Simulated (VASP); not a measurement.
# CdF2 (Fm-3m) in VASP: a series of runs

One crystal, CdF2, is run at these levels: PBE, r2SCAN; tasks: single point.

Program: VASP 6.6.1. These are calculated values, not measurements. Logs are shortened: lines on timing, memory, paths and dates and some standing lists are left out, and cuts for length are marked.

### Step 1. The crystal as given

It takes space group Fm-3m (No. 225, cubic). Conventional cell: a = 5.388 Å, b = 5.388 Å, c = 5.388 Å, α = 90.00°, β = 90.00°, γ = 90.00°. Cd (site symmetry m-3m) has 8 F at 2.33 Å as nearest neighbours. F (site symmetry -43m) has 4 Cd at 2.33 Å as nearest neighbours.

The cell was built by a generator and needn't be a form met in nature.

### Step 2. Single point, PBE

Input file INCAR:

```
SYSTEM = CdF2
  PREC = Accurate
  ENCUT = 520
  EDIFF = 1E-7
  ISMEAR = 0
  SIGMA = 0.01
  LREAL = .FALSE.
  LASPH = .TRUE.
  NELM = 100
  ALGO = Normal
  ISIF = 2
  LWAVE = .FALSE.
  LCHARG = .FALSE.
  GGA = PE
  NBANDS = 20
```

Input file KPOINTS:

```
regular mesh
0
G
  8 8 8
  0 0 0
```

Input file POSCAR:

```
CdF2
1.0
    0.0000000000      2.6941776812      2.6941776812
    2.6941776812      0.0000000000      2.6941776812
    2.6941776812      2.6941776812      0.0000000000
Cd F
1 2
Direct
    0.0000000000      0.0000000000      0.0000000000
    0.2500000000      0.2500000000      0.2500000000
    0.7500000000      0.7500000000      0.7500000000
```

Potentials or basis: VASP PAW PBE potentials, release 64 (Cd, F).

On the command line:

```console
cat potpaw_PBE.64/Cd/POTCAR potpaw_PBE.64/F/POTCAR > POTCAR
mpirun -np 1 vasp_std > vasp.out
```

OUTCAR:

```text
SYSTEM = CdF2
   PREC = Accurate
   ENCUT = 520
   EDIFF = 1E-7
   ISMEAR = 0
   LREAL = .FALSE.
   LASPH = .TRUE.
   NELM = 100
   ISIF = 2
   GGA = PE

 ion  position               nearest neighbor table
   1  0.000  0.000  0.000-   3 2.33   3 2.33   3 2.33   2 2.33   3 2.33   2 2.33   2 2.33   2 2.33

   2  0.250  0.250  0.250-   1 2.33   1 2.33   1 2.33   1 2.33
   3  0.750  0.750  0.750-   1 2.33   1 2.33   1 2.33   1 2.33

  LATTYP: Found a face centered cubic cell.
 ALAT       =     5.3883553624

  Lattice vectors:

 A1 = (   0.0000000000,   2.6941776812,   2.6941776812)
 A2 = (   2.6941776812,   0.0000000000,   2.6941776812)
 A3 = (   2.6941776812,   2.6941776812,   0.0000000000)

Analysis of symmetry for initial positions (statically):
=====================================================================
 Subroutine PRICEL returns:
 Original cell was already a primitive cell.

 Routine SETGRP: Setting up the symmetry group for a
 face centered cubic supercell.

 Subroutine GETGRP returns: Found 48 space group operations
 (whereof 48 operations were pure point group operations)
 out of a pool of 48 trial point group operations.

The static configuration has the point symmetry O_h .

Analysis of symmetry for dynamics (positions and initial velocities):
=====================================================================
 Subroutine PRICEL returns:
 Original cell was already a primitive cell.

 Routine SETGRP: Setting up the symmetry group for a
 face centered cubic supercell.

 Subroutine GETGRP returns: Found 48 space group operations
 (whereof 48 operations were pure point group operations)
 out of a pool of 48 trial point group operations.

The dynamic configuration has the point symmetry O_h .

 Subroutine INISYM returns: Found 48 space group operations
 (whereof 48 operations are pure point group operations),
 and found     1 'primitive' translations

----------------------------------------------------------------------------------------

                                     Primitive cell

  volume of cell :      39.1119

  direct lattice vectors                    reciprocal lattice vectors
     0.000000000  2.694177681  2.694177681    -0.185585384  0.185585384  0.185585384
     2.694177681  0.000000000  2.694177681     0.185585384 -0.185585384  0.185585384
     2.694177681  2.694177681  0.000000000     0.185585384  0.185585384 -0.185585384

  length of vectors
     3.810142616  3.810142616  3.810142616     0.321443315  0.321443315  0.321443315

  position of ions in fractional coordinates (direct lattice)
     0.000000000  0.000000000  0.000000000
     0.250000000  0.250000000  0.250000000
     0.750000000  0.750000000  0.750000000

  ion indices of the primitive-cell ions
   primitive index   ion index
                 1           1
                 2           2
                 3           3

----------------------------------------------------------------------------------------

 KPOINTS: regular mesh

Automatic generation of k-mesh.
 Grid dimensions read from file:
 generate k-points for:    8    8    8

 Generating k-lattice:

  Cartesian coordinates                     Fractional coordinates (reciprocal lattice)
    -0.023198173  0.023198173  0.023198173     0.125000000  0.000000000  0.000000000
     0.023198173 -0.023198173  0.023198173     0.000000000  0.125000000  0.000000000
     0.023198173  0.023198173 -0.023198173     0.000000000  0.000000000  0.125000000

  Length of vectors
     0.040180414  0.040180414  0.040180414

  Shift w.r.t. Gamma in fractional coordinates (k-lattice)
     0.000000000  0.000000000  0.000000000

 Subroutine IBZKPT returns following result:
 ===========================================

 Found     29 irreducible k-points:

 Following reciprocal coordinates:
            Coordinates               Weight
  0.000000  0.000000  0.000000      1.000000
  0.125000  0.000000  0.000000      8.000000
  0.250000  0.000000  0.000000      8.000000
  0.375000  0.000000  0.000000      8.000000
  0.500000  0.000000  0.000000      4.000000
  0.125000  0.125000  0.000000      6.000000
[... 16 lines left out ...]
  0.500000  0.250000  0.125000     48.000000
 -0.375000  0.250000  0.125000     24.000000
 [... further k-points ...]
   k-points           NKPTS =     29   k-points in BZ     NKDIM =     29   number of bands    NBANDS=     20
   number of dos      NEDOS =    301   number of ions     NIONS =      3
   total plane-waves  NPLWV =  21952
   dimension x,y,z NGX =    28 NGY =   28 NGZ =   28
   dimension x,y,z NGXF=    56 NGYF=   56 NGZF=   56
   ions per type =               1   2
   NGX,Y,Z   is equivalent  to a cutoff of  12.22, 12.22, 12.22 a.u.
   NGXF,Y,Z  is equivalent  to a cutoff of  24.43, 24.43, 24.43 a.u.
 SYSTEM =  CdF2
   PREC   = accura    normal or accurate (medium, high low for compatibility)
   ISTART =      0    job   : 0-new  1-cont  2-samecut
   ICHARG =      2    charge: 1-file 2-atom 10-const
   ISPIN  =      1    spin polarized calculation?
   LNONCOLLINEAR =      F non collinear calculations
   LSORBIT =      F    spin-orbit coupling
   LASPH  =      T    aspherical Exc in radial PAW
   ENCUT  =  520.0 eV  38.22 Ry    6.18 a.u.   7.08  7.08  7.08*2*pi/ulx,y,z
   NELM   =    100;   NELMIN=  2; NELMDL= -5     # of ELM steps
   EDIFF  = 0.1E-06   stopping-criterion for ELM
   LREAL  =      F    real-space projection
   EDIFFG = 0.1E-05   stopping-criterion for IOM
   NSW    =      0    number of steps for IOM
   IBRION =     -1    ionic relax: 0-MD 1-quasi-New 2-CG
   NFREE  =      0    steps in history (QN), initial steepest desc. (CG)
   ISIF   =      2    stress and relaxation
   ISYM   =      2    0-nonsym 1-usesym 2-fastsym
   POTIM  = 0.5000    time-step for ionic-motion
   TEBEG  =    0.0;   TEEND  =   0.0 temperature during run
   PSTRESS=    0.0 pullay stress
   NELECT =      26.0000    total number of electrons
   NUPDOWN=      -1.0000    fix difference up-down
   EMIN   =  10.00;   EMAX   =-10.00  energy-range for DOS
   EFERMI =   0.00;   METHOD = LEGACY
   ISMEAR =     0;   SIGMA  =   0.01  broadening in eV -4-tet -1-fermi 0-gaus
   EFERMI_NEDOS =   21; number of points for ismear=-14 and -15
   IALGO  =     38    algorithm
   IMIX   =      4    mixing-type and parameters
     AMIX     =   0.40;   BMIX     =  1.00
     AMIX_MAG =   1.60;   BMIX_MAG =  1.00
  volume/ion in A,a.u.               =      13.04        87.98
  Fermi-wavevector in a.u.,A,eV,Ry     =   1.428772  2.699988 27.774804  2.041391
  Thomas-Fermi vector in A             =   2.548798
   LORBIT       =      0    0 simple, 1 ext, 2 COOP (PROOUT), +10 PAW based schemes
   GGA     = PE    functional components
   LHFCALC =     F    Hartree Fock is set to
   AEXX    =    0.0000 exact exchange contribution
   IVDW    =     0    specifies the selected vdW correction
   LEPSILON=     F    determine dielectric tensor
   LRPA    =     F    only Hartree local field effects (RPA)
 non-spin polarized calculation
 Gauss-broadening in eV      SIGMA  =   0.01
  energy-cutoff  :      520.00
  volume of cell :       39.11
 maximum number of plane-waves:      1067
   NGX = 15   NGY = 15   NGZ = 15

 number of electron      25.9999990 magnetization

 Free energy of the ion-electron system (eV)
  ---------------------------------------------------
  ext. energy  EPLUGINS =         0.00000000
  ---------------------------------------------------
  free energy    TOTEN  =       -10.85972028 eV

  energy without entropy =      -10.85972028  energy(sigma->0) =      -10.85972028

 E-fermi :  -1.1639     XC(G=0): -10.4111

 val. band max:       -1.3129577040   @ k =  -0.2500   0.5000   0.2500
 cond. band min:       1.7542715921   @ k =   0.0000   0.0000   0.0000
 fundamental gap:      3.0672292962
 Fermi energy:        -1.1639169727

 k-point     1 :       0.0000    0.0000    0.0000
  band No.  band energies     occupation
      1     -22.1171      2.00000
      2     -21.0129      2.00000
      3      -6.9277      2.00000
      4      -6.9277      2.00000
      5      -6.9277      2.00000
      6      -5.7210      2.00000
[... 12 lines left out ...]
     19      18.5835      0.00000
     20      18.5835      0.00000

 k-point     2 :       0.1250    0.0000    0.0000
  band No.  band energies     occupation
      1     -22.0672      2.00000
      2     -21.0564      2.00000
      3      -6.8688      2.00000
      4      -6.8688      2.00000
      5      -6.7620      2.00000
      6      -5.7388      2.00000
[... 12 lines left out ...]
     19      18.1837      0.00000
     20      18.1837      0.00000

 k-point     3 :       0.2500    0.0000    0.0000
  band No.  band energies     occupation
      1     -21.9329      2.00000
      2     -21.1766      2.00000
      3      -6.7330      2.00000
      4      -6.7330      2.00000
      5      -6.3172      2.00000
      6      -5.7533      2.00000
[... 12 lines left out ...]
     19      17.5172      0.00000
     20      18.2671      0.00000

 k-point     4 :       0.3750    0.0000    0.0000
  band No.  band energies     occupation
      1     -21.7474      2.00000
      2     -21.3442      2.00000
      3      -6.6216      2.00000
      4      -6.6216      2.00000
      5      -5.7606      2.00000
      6      -5.7017      2.00000
[... 12 lines left out ...]
     19      17.0416      0.00000
     20      17.7940      0.00000

 k-point     5 :       0.5000    0.0000    0.0000
  band No.  band energies     occupation
      1     -21.5790      2.00000
      2     -21.5045      2.00000
      3      -6.5880      2.00000
      4      -6.5880      2.00000
      5      -5.6501      2.00000
      6      -5.6501      2.00000
[... 12 lines left out ...]
     19      16.8722      0.00000
     20      17.4444      0.00000

 k-point     6 :       0.1250    0.1250    0.0000
  band No.  band energies     occupation
      1     -22.0522      2.00000
      2     -21.0690      2.00000
      3      -6.8406      2.00000
      4      -6.8406      2.00000
      5      -6.7189      2.00000
      6      -5.8013      2.00000
[... 12 lines left out ...]
     19      18.3312      0.00000
     20      18.7333      0.00000

 k-point     7 :       0.2500    0.1250    0.0000
  band No.  band energies     occupation
      1     -21.9496      2.00000
      2     -21.1585      2.00000
      3      -6.7162      2.00000
      4      -6.7152      2.00000
      5      -6.3832      2.00000
      6      -5.8847      2.00000
[... 12 lines left out ...]
     19      18.4930      0.00000
     20      19.5427      0.00000
[... 277 lines left out ...]
 k-point    20 :      -0.3750    0.3750    0.0000
  band No.  band energies     occupation
      1     -21.5727      2.00000
      2     -21.4701      2.00000
      3      -6.5097      2.00000
      4      -6.0936      2.00000
      5      -5.8017      2.00000
      6      -5.7799      2.00000
[... 12 lines left out ...]
     19      19.1902      0.00000
     20      19.6933      0.00000

 k-point    21 :       0.5000    0.5000    0.0000
  band No.  band energies     occupation
      1     -21.6485      2.00000
      2     -21.3851      2.00000
      3      -6.7149      2.00000
      4      -5.9710      2.00000
      5      -5.9710      2.00000
      6      -5.6054      2.00000
[... 12 lines left out ...]
     19      18.1396      0.00000
     20      20.1248      0.00000

 k-point    22 :       0.3750    0.2500    0.1250
  band No.  band energies     occupation
      1     -21.8389      2.00000
      2     -21.2516      2.00000
      3      -6.5936      2.00000
      4      -6.5529      2.00000
      5      -6.0499      2.00000
      6      -5.9880      2.00000
[... 12 lines left out ...]
     19      18.1597      0.00000
     20      20.5331      0.00000

 k-point    23 :       0.5000    0.2500    0.1250
  band No.  band energies     occupation
      1     -21.6896      2.00000
      2     -21.3811      2.00000
      3      -6.5029      2.00000
      4      -6.4021      2.00000
      5      -5.9532      2.00000
      6      -5.7146      2.00000
[... 12 lines left out ...]
     19      17.6134      0.00000
     20      20.5740      0.00000

 k-point    24 :      -0.3750    0.2500    0.1250
  band No.  band energies     occupation
      1     -21.5495      2.00000
      2     -21.5122      2.00000
      3      -6.4731      2.00000
      4      -6.3634      2.00000
      5      -5.7773      2.00000
      6      -5.7546      2.00000
[... 12 lines left out ...]
     19      17.4004      0.00000
     20      20.9743      0.00000

 [... further k-points ...]

------------------------ aborting loop because EDIFF is reached ----------------------------------------

  FORCE on cell =-STRESS in cart. coord.  units (eV):
  Direction    XX          YY          ZZ          XY          YZ          ZX
  --------------------------------------------------------------------------------------
  -------------------------------------------------------------------------------------
  Total        1.5050149      1.5050149      1.5050149     -0.0000000      0.0000000      0.0000000
  in kB       61.6513644     61.6513644     61.6513644     -0.0000000      0.0000000      0.0000000
  external PRESSURE =      61.6513644 kB  Pullay stress =       0.0000000 kB

 VOLUME and BASIS-vectors are now :
 -----------------------------------------------------------------------------
  energy-cutoff  :      520.00
  volume of cell :       39.11
      direct lattice vectors                 reciprocal lattice vectors
     0.000000000  2.694177681  2.694177681    -0.185585384  0.185585384  0.185585384
     2.694177681  0.000000000  2.694177681     0.185585384 -0.185585384  0.185585384
     2.694177681  2.694177681  0.000000000     0.185585384  0.185585384 -0.185585384

 POSITION                                       TOTAL-FORCE (eV/Angst)
 -----------------------------------------------------------------------------------
      0.00000      0.00000      0.00000         0.000000     -0.000000      0.000000
      1.34709      1.34709      1.34709        -0.000000      0.000000     -0.000000
      4.04127      4.04127      4.04127         0.000000     -0.000000      0.000000
 -----------------------------------------------------------------------------------
    total drift:                                0.000000      0.000000      0.000000

  FREE ENERGIE OF THE ION-ELECTRON SYSTEM (eV)
  ---------------------------------------------------
  free  energy   TOTEN  =       -10.8597202810 eV

  energy  without entropy=      -10.8597202810  energy(sigma->0) =      -10.85972028
```

Run time: 15 s. Hardware: 1 thread of AMD EPYC 9R45 (Zen 5), shared host; peak memory 0.13 GiB.

Results:

* Free energy: -10.8597 eV
* Pressure: 6.2 GPa
* Band gap on the k mesh: 3.07 eV, indirect (least direct gap 3.57 eV)

A k mesh can miss the band edges. PBE gaps usually lie below the measured ones, often by a third to a half.

### Step 3. Single point, r2SCAN

POSCAR is that of step 2.

Input file INCAR.step1:

```
PREC = Accurate
ENCUT = 520
ISMEAR = 0
SIGMA = 0.01
LREAL = F
LASPH = T
NELM = 100
NBANDS = 20
GGA = PE
ALGO = Normal
EDIFF = 1E-4
LWAVE = T
LCHARG = F
```

Input file INCAR.step2:

```
PREC = Accurate
ENCUT = 520
EDIFF = 1E-6
ISMEAR = 0
SIGMA = 0.01
LREAL = F
LASPH = T
NELM = 100
ALGO = Normal
ISIF = 2
LWAVE = F
LCHARG = F
METAGGA = R2SCAN
LMIXTAU = T
NBANDS = 20
ISTART = 1
```

Input file KPOINTS:

```
Automatic mesh
0
Gamma
  8 8 8
```

Potentials or basis: VASP PAW PBE potentials, release 64 (Cd, F).

On the command line:

```console
cat potpaw_PBE.64/Cd/POTCAR potpaw_PBE.64/F/POTCAR > POTCAR
cp INCAR.step1 INCAR
mpirun -np 1 vasp_std > vasp.out
cp INCAR.step2 INCAR
mpirun -np 1 vasp_std > vasp.out
```

Run time: 52 s. Hardware: 1 thread of AMD EPYC 9R45 (Zen 5), shared host; peak memory 0.14 GiB.

It converged, with:

| Property | Result |
| --- | --- |
| Free energy | -33.7194 eV |
| Pressure | 1.0 GPa |
| Band gap on the k mesh | 3.75 eV, indirect (least direct gap 4.25 eV) |

Levels at points of the mesh, in eV from the valence-band top:
```tsv
k point	band 11	band 12	band 13	band 14	band 15	band 16
(0.00, 0.00, 0.00)	-0.50	-0.50	-0.50	3.75	13.61	13.61
(0.50, 0.00, 0.00)	-1.85	-0.40	-0.40	7.98	9.70	15.59
(0.50, 0.50, 0.00)	-0.51	-0.09	-0.09	8.87	10.54	12.18
```

Caveat: the PAW data sets were made with another functional, which shifts forces and pressure a little.
